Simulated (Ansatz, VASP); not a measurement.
**Two plane-wave programs on BaS**

```xyz
2
Lattice="-0.0095 3.5194 3.5194 3.5194 -0.0095 3.5194 3.5099 3.5099 0.0000" Properties=species:S:1:pos:R:3 pbc="T T T"
Ba    0.0000    0.0000   -0.0044
S     1.7550    1.7550    1.7641
```

Change from the starting cell: shear_xy strain -0.5%.

Alike in both runs: task single point; functional PBE; k mesh 6 × 6 × 6; occupations fermi-dirac, width 0.02 eV; no spin polarisation.

```csv
,VASP,Ansatz
version,VASP 6.6.1,Ansatz 0.2.0
potentials or method,"VASP PAW PBE potentials, release 64 (Ba_sv, S)","plane waves, PAW"
plane-wave cutoff (eV),520,420
valence electrons in the cell,16,16
```

```tsv
	VASP	Ansatz	Ansatz less VASP
gap on the k mesh at the Fermi level (eV)	2.76	2.75	-0.016
pressure (GPa)	0.4	0.0	-0.41
```

Caveats: spin-orbit coupling is left out, which moves the levels of the heavy elements. A k mesh can miss the band edges.
